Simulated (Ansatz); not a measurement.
GeO2 (rutile, space group No. 136), DFT-PBEsol in the program Ansatz with PAW potentials, all energies at zero smearing, with the estimated change up to a 700 eV cutoff added, with one set of potentials and settings (totals compare only within such a set). Cell of 6 atoms (2 Ge, 4 O): -10750.632 eV.

```json
[
 {"element": "Ge", "reference phase": "Fd-3m, 2 atoms in the cell", "E (eV/atom)": "-4253.4978"},
 {"element": "O", "reference phase": "C2/m, 4 atoms in the cell, spin-polarised", "E (eV/atom)": "-558.3554"}
]
```

Formation energy per atom, worked out: (-10750.632 − 2×(-4253.4978) − 4×(-558.3554))/6 = -1.702 eV/atom (-164 kJ per mol of atoms), at 0 K, without zero-point energy or fitted corrections.

Space group P4_2/mnm (rutile). Symmetry was held in the PBEsol relaxation; phonons on a q-mesh show no instability. The references are the lowest solids computed at this level, not always the standard phases (solids in place of the gases).

Potentials: the later of the program's two PAW sets.
